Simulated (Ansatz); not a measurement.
The computed numbers are results of PBE, scalar-relativistic (collinear spin) in the plane-wave PAW code Ansatz at 420 eV, 10×10×8 k-mesh, Gaussian smearing of 0.05 eV. The datasets are Ansatz's generated set soft_2.

A crystal of composition XN, relaxed at this level of theory, gives this pattern between 10° and 80°.

Cu Kα1 powder pattern (kinematic, no thermal factors).
2θ (°) (relative intensity): 25.29 (40), 30.92 (100), 35.41 (22), 44.01 (18), 44.57 (35), 51.94 (5), 55.23 (21), 58.17 (31), 60.79 (16), 64.43 (6), 70.80 (4), 73.58 (18), 74.92 (2), 78.44 (8)

Question: Which lattice and cell does the pattern come from?

Answer: Hexagonal, space group P6_3mc (No. 186), a = 4.063 Å, b = 4.063 Å, c = 5.066 Å, α = 90.00°, β = 90.00°, γ = 120.00°. The line positions fix the lattice at most, not the space group, and lines under 1 % of the strongest aren't listed; this is the group of the computed cell.

The calculation on XN, where X is one element, gave:

| Property | Result |
| --- | --- |
| Band gap | 0.64 eV |
| Smallest direct gap | 0.93 eV (over both spins) |
| Magnetic state | ferromagnetic |
| Site spin moments | X 6.82; N -0.07 μB |
| Spin moment of the cell | 14.00 μB |
| Bader charges | X 1.76; N -1.76 e |
| f electrons (orthogonalised atomic orbitals) | X 7.11 |
| Formation energy from the elements (0 K, uncorrected) | -1.48 eV/atom |

Sites: X on 2b, N on 2b.

Question: Which element is X?
A. Dy
B. Sm
C. Eu
D. Gd

Answer: D. X is Gd, so the compound is GdN.

This is a trial structure; measured cells of the compound in the Crystallography Open Database are in space group Fm-3m (rock salt).

Semilocal functionals without a U place occupied f levels too high and empty ones too low, so gaps that touch them come out too small. No spin–orbit coupling, a notable omission for heavy elements. The run wasn't fully tested for a lower electronic state. Site moments are of spin, integrated over atomic spheres. The moments were started parallel, and the real magnetic order may be another.
